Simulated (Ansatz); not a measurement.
Energy, volume and coordination in Sb2Se5

These are results of Ansatz 0.2.0, DFT PBE, scalar-relativistic, plane waves, PAW, not measurements. All cells share a 420 eV cutoff and Γ-centred k meshes spaced at most about 0.3 Å⁻¹ (about 0.25 or finer for metals, 2π included). No spin polarisation.

All energies are static (0 K, no zero-point motion). Rows are sorted by volume; energies count from the lowest form computed. Coordination counts Se atoms around Sb (those within 1.25 times the shortest such distance or 1.15 times the sum of covalent radii).

```csv
row,form,source,atoms,coordination,V (Å³/atom),gap on mesh (eV),ΔE (meV/atom)
1,R-3m,invented,7,Sb 6,26.1,0,98
2,C2/m,invented,7,Sb 6,27.1,0,79
3,R-3m,invented,7,Sb 6,27.7,0,?
4,P-3m1,invented,7,Sb 6,30.9,0,55
5,C2/m,invented,7,Sb 3,38.1,1.46,0
```

The cell of row 3:

```
CELL_PARAMETERS angstrom
2.09126 1.20739 12.82037
-2.09126 1.20739 12.82037
0.00000 -2.41478 12.82037
ATOMIC_POSITIONS crystal
Sb 0.24859 0.24859 0.24859
Sb 0.75141 0.75141 0.75141
Se 0.62714 0.62714 0.62714
Se 0.12246 0.12246 0.12246
Se 0.37286 0.37286 0.37286
Se 0.87754 0.87754 0.87754
Se 0.00000 0.00000 0.00000
```

Q: Estimate the missing energy, and say where the row ranks.

A: 101 meV/atom, which puts it level, within the accuracy, with row 1, the highest in the table. Counting Se atoms around Sb, row 3 has Sb 6 and the lowest form (row 5) has Sb 3.

An observed structure of this formula, if there is one, may be missing.

For metals, differences of a few meV/atom aren't resolved. Weakly bound directions are ill-defined at this level, which has no dispersion term (C2/m at 38.1 Å³/atom, P-3m1, R-3m at 26.1 Å³/atom, R-3m at 27.7 Å³/atom), and this can change margins and order among such cells. Spin–orbit coupling, which can matter for Sb, is left out. Kohn–Sham gaps at this level usually fall short of measured ones. The missing spin–orbit coupling can work the other way here. Cells relaxed within their symmetry can be saddle points. Some structure types and database cells were kept out of the candidates from the start, so a known form may be missing.
